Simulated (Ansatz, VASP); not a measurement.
## CaF2 (lda) in VASP and in Ansatz

```xyz
3
Lattice="0.0000 2.6631 2.6631 2.6631 0.0000 2.6631 2.6631 2.6631 0.0000" Properties=species:S:1:pos:R:3 pbc="T T T"
Ca    0.0000    0.0000    0.0000
F     1.3315    1.3315    1.3315
F     3.9946    3.9946    3.9946
```

Alike in both runs: functional LDA; k mesh 8 × 8 × 8; occupations gaussian, width 0.02 eV; no spin polarisation.

Ansatz relaxed the structure, and its values are those at the end. VASP's run is a single point on that final structure, the one shown.

|  | VASP | Ansatz |
| --- | --- | --- |
| version | VASP 6.6.1 | Ansatz 0.2.0 |
| potentials or method | VASP PAW LDA potentials, release 64 (Ca_sv, F) | scalar-relativistic, plane waves, PAW |
| plane-wave cutoff (eV) | 520 | 420 |
| valence electrons in the cell | 24 | 24 |

Ansatz gave:

- gap on the k mesh at the Fermi level (eV): 7.38
- least direct gap on the mesh (eV): 7.65
- pressure (GPa): 0.0

**Question.** Which values does VASP return?

**Answer.** gap on the k mesh at the Fermi level (eV): 7.35; least direct gap on the mesh (eV): 7.63; pressure (GPa): 0.6.

A k mesh can miss the band edges.
